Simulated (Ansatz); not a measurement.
Si2W:

```
CELL_PARAMETERS angstrom
4.61685 0.00000 0.00000
-2.30843 3.99831 0.00000
0.00000 0.00000 6.65322
ATOMIC_POSITIONS crystal
W 0.50000 0.00000 0.50000
W 0.50000 0.50000 0.83333
W 0.00000 0.50000 0.16667
Si 0.32725 0.16363 0.16667
Si 0.83637 0.16363 0.83333
Si 0.16363 0.32725 0.50000
Si 0.67275 0.83637 0.16667
Si 0.16363 0.83637 0.83333
Si 0.83637 0.67275 0.50000
```

Measurements of this composition are mostly on another form, of space group No. 139.

Base run:

- Program: Ansatz 0.2.0
- Functional: PBEsol
- Potentials or basis: Ansatz PAW
- Cutoff: 420 eV
- Density cutoff: 1680 eV
- k mesh: 7 × 7 × 4
- Occupations: fermi-dirac, width 0.05 eV
- Spin: no spin polarisation
- Hubbard terms: W d U = 3 eV

Its results: band gap on the k mesh 0.46 eV, indirect (least direct gap 0.90 eV); pressure -6.2 GPa; largest force 0.019 eV/Å.

**Question.** The run is repeated on the same cell with these changes: hubbard terms from W d U = 3 eV to W d U = 8 eV. What comes out?

**Answer.** Band gap on the k mesh 0.94 eV, indirect (least direct gap 1.53 eV); pressure -6.3 GPa; largest force 0.045 eV/Å.

Caveats: odd divisions of the mesh miss points on the zone boundary, where band edges often lie, so the gap on the mesh can be too wide; spin-orbit coupling is left out, which moves the levels of the heavy elements; the PAW data sets come from PBE, with cores solved anew for the run's functional, which leaves a small shift of forces and pressure; the U is typed as a test and isn't derived for this compound; the density of states is complete only up to the lowest level of the last band computed.

A k mesh can miss the band edges.

Not every run made on this cell is shown here.
